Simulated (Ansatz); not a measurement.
## TaSi₂: strain energy, fitted

TaSi₂, P6_422, a = 4.780 Å, c = 6.555 Å. The structure is a COD entry; whether it is the stable form wasn't checked. Ansatz: r2SCAN, PAW, 500 eV, Γ-centred 12×12×6 mesh on 9 atoms, Gaussian smearing 0.10 eV; no spin polarisation. Series: strain along c alone, the other axes held, atoms relaxed; x is the strain in per cent. y is the free energy over the unstrained cell, V0 = 14.411 Å³/atom.

```
x (%) y (meV/atom)
 -4.0             ?
 -2.0          9.09
  0.0          0.00
  2.0          8.10
  4.0         30.58
```

Fit y = c2 x² + c3 x³ to the other rows, turn c2 into a modulus, and predict the missing energy.

Least squares on the rows shown. y = 2.1507 x² − 0.059924 x³. In eV per unit strain² c2 is 21.51; this is C33 with relaxed ions (E = ½ C33 V0 ε²): 2 × 21.51 × 160.2 / (14.411) = 478 GPa. At x = -4.0 the fit asked for gives 38.25 meV/atom. The run gave 38.68 meV/atom, so the fit is 0.43 meV/atom too low, 1.1 % of the span of the series, against an rms of 0.01 meV/atom on the fitted rows. The row lies outside the fitted range. With a term in x⁴ added, a fit to the same known rows (none to spare) predicts 38.50 meV/atom, which recovers part of the miss; the known rows don't hold the rest.

Spin–orbit coupling is left out, which can shift energies with elements as heavy as these.

Cost: 5 runs of about 11 core-minutes in all, on Intel Xeon Platinum 8375C (Ice Lake) (shared hosts).